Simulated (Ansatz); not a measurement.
Input of an Ansatz 0.2.0 run:

File input.yaml:

```yaml
crystal:
  lattice:
    - [3.085, 0.0, 0.0]
    - [-1.5425, 2.6716883707, 0.0]
    - [0.0, 0.0, 3.523]
  atoms:
    - { symbol: Mg, position: [0.0, 0.0, 0.0] }
    - { symbol: B, position: [0.6666666667, 0.3333333333, 0.5] }
    - { symbol: B, position: [0.3333333333, 0.6666666667, 0.5] }
hamiltonian:
  xc: pbe
  pseudopotentials: { kind: nc, source: spms }
kpoints:
  mp_grid: { grid: [10, 10, 8] }
  band_path:
    path:
      - [[0.0, 0.0, 0.0], [0.5, 0.0, 0.0], [0.3333333333, 0.3333333333, 0.0], [0.0, 0.0, 0.0], [0.0, 0.0, 0.5], [0.5, 0.0, 0.5], [0.3333333333, 0.3333333333, 0.5], [0.0, 0.0, 0.5]]
      - [[0.5, 0.0, 0.5], [0.5, 0.0, 0.0]]
      - [[0.3333333333, 0.3333333333, 0.0], [0.3333333333, 0.3333333333, 0.5]]
    npoints: 14
scf:
  occupations: { method: fermi_dirac, width: 0.05 }
  n_extra_bands: 7
output:
  forces: true
  stress: true
  eigenvalues: true
  fatbands: false
```

Potentials or basis: SPMS NC.

Command:

```bash
$ ansatz run input.yaml --threads 2 --pin off --max-ram 5632MiB --backend cpu --events-out ev --progress --plain --runs-dir out
```

Q: Predict the band gap on the k mesh.

A: None (metal or under the smearing width).

Q: What does it give for the pressure?

A: -1.0 GPa.

Levels at the corners of the path, in eV from the Fermi level:
| point | band 4 | band 5 | band 6 | band 7 | band 8 | band 9 | band 10 | band 11 | band 12 | band 13 |
| --- | --- | --- | --- | --- | --- | --- | --- | --- | --- | --- |
| Γ | -42.07 | -12.45 | -2.97 | 0.32 | 0.32 | 1.62 | 6.27 | 6.27 | 8.03 | 9.88 |
| M | -42.06 | -8.56 | -7.86 | -2.21 | 0.18 | 3.04 | 3.85 | 5.28 | 7.05 | 12.54 |
| K | -42.06 | -7.29 | -7.29 | -5.88 | 1.76 | 1.76 | 6.13 | 6.13 | 8.77 | 8.99 |
| Γ | -42.07 | -12.45 | -2.97 | 0.32 | 0.32 | 1.62 | 6.27 | 6.27 | 8.03 | 9.88 |
| A | -42.08 | -11.16 | -7.46 | 0.69 | 0.69 | 6.61 | 6.61 | 7.89 | 9.80 | 9.92 |
| L | -42.07 | -7.59 | -6.94 | -3.59 | -1.92 | -1.33 | 5.67 | 8.72 | 8.87 | 12.97 |
| H | -42.07 | -6.40 | -6.40 | -5.20 | -2.04 | -2.04 | 3.53 | 11.61 | 11.84 | 11.84 |
| A | -42.08 | -11.16 | -7.46 | 0.69 | 0.69 | 6.61 | 6.61 | 7.89 | 9.80 | 9.92 |
| L | -42.07 | -7.59 | -6.94 | -3.59 | -1.92 | -1.33 | 5.67 | 8.72 | 8.87 | 12.97 |
| M | -42.06 | -8.56 | -7.86 | -2.21 | 0.18 | 3.04 | 3.85 | 5.28 | 7.05 | 12.54 |
| K | -42.06 | -7.29 | -7.29 | -5.88 | 1.76 | 1.76 | 6.13 | 6.13 | 8.77 | 8.99 |
| H | -42.07 | -6.40 | -6.40 | -5.20 | -2.04 | -2.04 | 3.53 | 11.61 | 11.84 | 11.84 |
